## Estimating the d levels of iridium by counting neighbours

A band energy is the energy of a one-electron state with a given wave vector, here a Kohn-Sham level from a scalar-relativistic PBE calculation, counted from the Fermi level. The table lists such levels for fcc iridium at points of high symmetry in the Brillouin zone. Band v1 is the highest band that is filled anywhere on the mesh, and v2 and v3 are the next two below it. Iridium is a metal, and of the points listed only Gamma, the zone centre, has v1 filled.

Kohn-Sham band energies of fcc iridium at a fixed, unrelaxed cubic cell edge of 3.876 Å, calculated with Ansatz 0.2.0 using scalar-relativistic PBE without spin polarization, plane waves and generated PAW datasets. The plane-wave cutoff is 420 eV, the k-mesh 11×11×11 and the Methfessel-Paxton smearing width 0.0283 eV.

```csv
k-point,"coordinates (reciprocal vectors of the computed cell, not always the standard one)",band v3 (eV from the Fermi level),band v2 (eV from the Fermi level),band v1 (eV from the Fermi level)
Gamma,0 0 0,-3.68,-1.10,-1.10
X,0.5 0 0.5,1.46,1.46,1.72
U,0.625 0.25 0.625,-0.80,0.63,6.17
K,0.375 0.375 0.75,-0.80,0.63,6.17
L,0.5 0.5 0.5,-0.66,0.90,0.90
W,0.5 0.25 0.75,-1.68,1.46,7.94
```

Band v2 is the one to estimate by hand, because it can be followed as a d level through every row. It lies lowest at Gamma, at −1.10 eV, and highest at X and W, at 1.46 eV. This rise can be obtained by asking how each d orbital meets its twelve nearest neighbours.

### Where the energies come from

The wave vector fixes the sign, or more generally the phase, with which an orbital repeats from atom to atom. For d orbitals, a bond between lobes that point at each other (sigma) lowers the energy when the orbital repeats with the same sign and raises it when the sign alternates. For sideways overlap (pi) the effect is reversed. Let $s$ and $p$ be the positive strengths of these two couplings and $E_0$ the centre of the d levels. The still weaker face-to-face coupling (delta) is neglected.

Take the orbital $d_{xz}$, whose lobes lie between the cubic axes $x$ and $z$. Four neighbours lie in its own plane, and each contributes $-\tfrac34 s$ when the signs agree. The other eight contribute $+\tfrac12 p$ each. At Gamma all signs agree, so the level lies at $E_0-3s+4p$, and by cubic symmetry $d_{xy}$ and $d_{yz}$ share it.

At X the sign alternates from one atomic layer to the next, say along $z$. The four neighbours in the plane of $d_{xz}$ all sit in adjacent layers, so their contribution turns into $+3s$. Of the other eight, four keep their sign and four reverse it, and they cancel. The level is $E_0+3s$, and $d_{yz}$ gives the same, which explains why v2 and v3 coincide at X.

At W the phases differ, but for one d orbital the count ends in the same place: four reversed sigma neighbours, with the pi terms cancelling. The rule therefore puts this level exactly where the X pair lies, whatever the values of $s$ and $p$. The table has 1.46 eV at both points. The same cancellation holds all along the line from X to W, so within this picture the band between them is flat.

### Three levels fix three constants

The two orbitals that point along the cubic axes have a weaker sigma and a stronger pi part. At Gamma they lie at $E_0-1.5s+6p$, which is the computed pair at −1.10 eV. Together with the lower Gamma level (v3) and the X pair, this gives two differences:

$$1.5s+2p=-1.10+3.68=2.58\ \text{eV}$$

$$6s-4p=1.46+3.68=5.14\ \text{eV}$$

Adding twice the first to the second leaves $9s=10.30$ eV. Hence $s=1.144$ eV, $p=0.432$ eV and $E_0=-1.973$ eV. These are effective constants for this cell and these neighbour distances. The Gamma and X levels are reproduced by construction, so the rule has to prove itself elsewhere.

### First worked row: L

At L half of the neighbours carry a plus sign and half a minus sign, so each orbital's coupling to its own kind cancels. What survives is coupling between different d orbitals. Among $d_{xy}$, $d_{yz}$ and $d_{xz}$ it raises one pair of levels to $E_0+2p$ and lowers the third level to $E_0-4p$. The two orbitals that point along the cubic axes start at $E_0$, and a coupling $\sqrt{4.5}\,s$ joins them to the raised pair. The upper solution of this two-level problem is

$$E_\mathrm{L}=E_0+p+\sqrt{p^2+4.5s^2}$$

$$E_\mathrm{L}=-1.973+0.432+2.466\approx0.92\ \text{eV}$$

The calculation gives 0.90 eV, and v1 and v2 coincide there, as the formula requires for a pair. This row was not used to set the constants.

### Second worked row: K

At K the sigma neighbours of $d_{xz}$ are only partly out of phase. Their contribution is 0.71 of the full reversal, or $2.12s$, and the pi neighbours add $-0.41p$. The orbital $d_{yz}$ has the same energy, and the two couple. Their combination with opposite signs gains another $p$:

$$E_\mathrm{K}=E_0+2.12s+0.59p\approx0.71\ \text{eV}$$

The computed v2 is 0.63 eV, again in a row that played no part in setting the constants. U is equivalent to K by symmetry and repeats the result.

The two tests thus miss by less than 0.1 eV, while v2 spans about 2.6 eV over the table. Economising further costs accuracy. A two-constant rule, with the textbook ratios −6 : 4 : −1 for sigma, pi and delta coupling, puts v2 at K almost 0.5 eV too high and the upper Gamma pair 0.9 eV too high. The printed output below compares both rules row by row.

Spin-orbit coupling is left out of the calculation. In a heavy 5d metal such as iridium it shifts and splits levels by some tenths of an electronvolt. The close agreement is therefore with the scalar-relativistic bands, and an estimate meant for the real metal can be off by that much more.

### Where the rule stops

The rule contains d orbitals only, whereas the metal also has a broad band of s and p character. Symmetry keeps the v2 levels apart from the lowest waves of that band. At K, for instance, the d combination changes sign when $x$ and $y$ are exchanged, and those waves do not. This protection is one theoretical reason why so crude a count can work, but it does not guarantee the accuracy found for v2. At K the rule puts a second protected d level at −0.51 eV. The highest computed level that it could be is v3 at −0.80 eV, so the rule is at least 0.29 eV too high there.

The next d level at W has no such protection. The rule puts it at −0.83 eV, but the computed v3 lies at −1.68 eV. A downward shift is what mixing with a higher sp level should produce, since two levels that mix move apart. The bands are not resolved by orbital character here, so this cause is argued from symmetry and from the direction of the miss.

Band v1 rises far above the rule's d levels at K and W, to 6.17 and 7.94 eV. A free-electron estimate seems the natural replacement. Starting from v3 at L, which lies 3 eV above the rule's next d level and is therefore read as sp-like, it gives only about 3.1 eV at K and 4.3 eV at W. Free electrons feel neither the d levels, which push these states upward, nor the splitting by the lattice.

For the single level v1 at X, at 1.72 eV, the pictures compete. The free-electron step gives 1.84 eV and the three-constant d rule 0.61 eV, but the two-constant d rule gives 1.95 eV. Agreement in energy alone does not settle which kind of state it is. Before the neighbour count is applied to a level, its symmetry has to show that it is a d state shielded from the sp band.

The analysis program printed:

```
sigma strength s, eV: 1.144
pi strength p, eV: 0.4317
centre E0 from the Fermi level, eV: -1.973
unit of the two-parameter rule, eV: 0.1977
d level v2 in eV:
    row  computed  three_parameters        miss  two_parameters  miss_two
  Gamma      -1.1              -1.1  -4.441e-16         -0.2204    0.8796
      X      1.46              1.46           0            1.46         0
      U      0.63            0.7072     0.07725           1.102    0.4722
      K      0.63            0.7072     0.07725           1.102    0.4722
      L       0.9            0.9241     0.02414           1.011    0.1112
      W      1.46              1.46           0            1.46         0
square root in the L formula, eV: 2.466
W second d level by the rule, eV: -0.8289
W second d level, rule less computed v3, eV: 0.8511
K d level barred from mixing, rule, eV: -0.5066
K barred level, rule less computed v3, eV: 0.2934
K d level allowed to mix, rule, eV: -0.1561
K mixing level, rule less computed v3, eV: 0.6439
L next d level by the rule, eV: -3.7
L computed v3 less next d level of the rule, eV: 3.04
X single d level, three-parameter rule, eV: 0.6067
X single d level, two-parameter rule, eV: 1.954
free-electron energy at X above Gamma, eV: 10.01
X free-electron step from v3 at L, eV: 1.843
X free-electron estimate less computed v1, eV: 0.1232
K free-electron estimate, eV: 3.095
K free-electron estimate less computed v1, eV: -3.075
W free-electron estimate, eV: 4.346
W free-electron estimate less computed v1, eV: -3.594
```
